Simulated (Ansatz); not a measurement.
Set up this calculation in Ansatz 0.2.0, as an ASE script.

```yaml
Task: band structure
Functional: revPBE
Dispersion: D4
Potentials_or_basis: Ansatz PAW
Cutoff: 420 eV
Density_cutoff: 1680 eV
k_mesh: 12 × 12 × 12
Occupations: fermi-dirac, width 0.1 eV
Spin: collinear spin, program default start
Hubbard_terms: Co d U = 3.5 eV
Driver: chain
Hubbard_projectors: atomic
Double_counting: fll
Path: "[[\"G\", \"X\", \"Y\", \"S\", \"G\", \"Z\", \"S1\", \"N\", \"P\", \"Y1\", \"Z\"], [\"X\", \"P\"]]"
Points_for_each_segment_of_the_path: 14
```

The structure of CoO lies in POSCAR:

```
CoO
1.0
   -1.4450922289      1.4450922289      2.0193415392
    1.4450922289     -1.4450922289      2.0193415392
    1.4450922289      1.4450922289     -2.0193415392
Co O
1 1
Direct
    0.0000000000      0.0000000000      0.0000000000
    0.5000000000      0.5000000000      0.0000000000
```

The cell isn't the ideal one: volume scaled by 0.88.

The input as run:

run.py

```python
import json

import ase.io
import numpy as np

import ansatz as az

atoms = ase.io.read("POSCAR", format="vasp")

calculation = (
    az.Crystal.from_ase(atoms)
    .calculation()
    .kpoints(12, 12, 12)
    .functional("revpbe", dispersion="d4")
    .pseudopotentials(kind="paw")
    .hubbard(projectors="atomic", double_counting="fll")
    .hubbard("Co", "d", u_eff=3.5)
    .spin("collinear")
    .scf(extra_bands=6)
    .occupations(method="fermi_dirac", width=0.1)
    .band_structure(path=(((0.0, 0.0, 0.0), (0.0, 0.0, 0.5), (-0.2560599034, 0.2560599034, 0.5), (-0.3780299517,
        0.3780299517, 0.3780299517), (0.0, 0.0, 0.0), (0.5, 0.5, -0.5), (0.3780299517, 0.6219700483, -0.3780299517),
        (0.0, 0.5, 0.0), (0.25, 0.25, 0.25), (0.5, 0.5, -0.2560599034), (0.5, 0.5, -0.5)), ((0.0, 0.0, 0.5), (0.25,
        0.25, 0.25))), intervals=14)
    .density()
    .potential()
    .output_files(volumetric_format="npy")
    .electron_localization_function()
    .forces()
    .stress()
    .band_table(publish=True)
)
outcome = calculation.run(threads=2, events_out="events.jsonl")

report = outcome.report
for line in open("events.jsonl"):
    event = json.loads(line)
    if event["event"] == "scf_iter":
        d = event["data"]
        print(f"SCF {d['iter']:3d}  HF = {d['harris_foulkes_ev']:.6f} eV  dr2 = {d['dr2_ev']:.2e} eV")
    elif event["event"] in ("relax_step", "md_step"):
        d = event["data"]
        print(f"{event['event']} {d['step']:3d}  E = {d['lagrangian_ev']:.6f} eV")
np.set_printoptions(precision=5, suppress=True, linewidth=110)
print("converged:", report["converged"], "after", report["n_iterations"], "iterations")
print(f"free energy {report['free_energy_ev']:.6f} eV, Fermi level {report['fermi_energy_ev']:.4f} eV")
for key in ("band_edges_ev", "magnetization_mub", "site_moments_mub", "site_moments_nc_mub", "forces_ev_ang",
                "stress_gpa", "kpoints_frac", "eigenvalues_ev"):
    if report.get(key) is not None:
        print(key, np.array(report[key]), sep="\n")
```

Potentials or basis: Ansatz PAW.

Run with:

```sh
$ python run.py
```

Results of the run:

| Property | Result |
| --- | --- |
| Pressure | 44.6 GPa |
| Band gap on the k mesh | 0.52 eV, indirect (least direct gap 1.60 eV) |
| Band gap along the path | 0.52 eV, indirect (least direct gap 1.72 eV) |
| Net moment | 3.00 μB per cell |
| Absolute moment | 3.00 μB per cell |
| Site moments | Co +2.54; O +0.26 μB |

Caveat: the potentials were made for another functional, which shifts forces and pressure; the magnetic or orbital state may not be the lowest; the pressure holds a Pulay correction of +1.0 GPa for the finite cutoff; a cell with one magnetic atom can't hold antiferromagnetic order, which such compounds often take.

Run time: 3.6 min on 2 threads of Arm Neoverse V1 (shared host), peak memory 2 GiB.
